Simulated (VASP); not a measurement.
Set up this calculation in VASP 6.6.1, as the native input.

| Item | Value |
| --- | --- |
| Task | single point |
| Functional | HSE06 |
| Potentials or basis | VASP PAW PBE potentials, release 64 (Pt, Te) |
| Cutoff | 520 eV |
| k mesh | 6 × 6 × 2 |
| Occupations | fermi-dirac, width 0.02 eV |
| Spin | no spin polarisation |
| Dipole correction | no |
| Exchange at q = 0 | truncated |
| Grid for exact exchange (PRECFOCK) | Normal |
| Screening parameter | 0.2079 1/A |
| Further INCAR settings | ALGO = Normal; EDIFF = 1e-06; NBANDS = 18 |

Te2Pt:

```
Pt Te
1.0
     4.03818    0.00000    0.00000
    -2.01909    3.49716    0.00000
     0.00000    0.00000    5.31096
Pt Te
1 2
Direct
  0.00000 0.00000 0.00000
  0.33333 0.66667 0.25685
  0.66667 0.33333 0.74315
```

The cell was built by a generator and needn't be a form met in nature.

One way to write it, as run:

POSCAR

```
Te2Pt
1.0
    4.0381770487      0.0000000000      0.0000000000
   -2.0190885243      3.4971639092      0.0000000000
    0.0000000000      0.0000000000      5.3109615831
Pt Te
1 2
Direct
    0.0000000000      0.0000000000      0.0000000000
    0.3333333333      0.6666666667      0.2568463252
    0.6666666667      0.3333333333      0.7431536748
```

INCAR.step1

```
SYSTEM = Te2Pt
PREC = Accurate ; ENCUT = 520
EDIFF = 1E-5 ; ISMEAR = -1
SIGMA = 0.02 ; LREAL = .False.
LASPH = .True. ; NELM = 100
ALGO = Normal ; ISIF = 2
LWAVE = .True. ; LCHARG = .False.
NBANDS = 18 ; GGA = PE
```

INCAR.step2

```
SYSTEM = Te2Pt
PREC = Accurate ; ENCUT = 520
EDIFF = 1E-6 ; ISMEAR = -1
SIGMA = 0.02 ; LREAL = .False.
LASPH = .True. ; NELM = 100
ALGO = Normal ; ISIF = 2
LWAVE = .False. ; LCHARG = .False.
GGA = PE ; LHFCALC = .True.
HFSCREEN = 0.2079 ; PRECFOCK = Normal
NBANDS = 18 ; ISTART = 1
```

KPOINTS

```
regular mesh
0
Gamma
  6 6 2
  0 0 0
```

Potentials or basis: VASP PAW PBE potentials, release 64 (Pt, Te).

Command:

```console
$ cat potpaw_PBE.64/Pt/POTCAR potpaw_PBE.64/Te/POTCAR > POTCAR
$ cp INCAR.step1 INCAR
$ mpirun -np 1 vasp_std > vasp.out
$ cp INCAR.step2 INCAR
$ mpirun -np 1 vasp_std > vasp.out
```

It gave:

* Pressure: -0.9 GPa
* Largest force: 0.319 eV/Å
* Band gap on the k mesh: none (metal or under the smearing width)

Caveat: the k mesh is coarse (spacing up to 0.59 Å⁻¹), so the values aren't converged, least of all with exact exchange; the PAW data sets were made with another functional, which shifts forces and pressure a little.

It took 29 min on 1 thread of Intel(R) Xeon(R) Platinum 8488C (Sapphire Rapids) (shared host), peak memory 0.31 GiB.
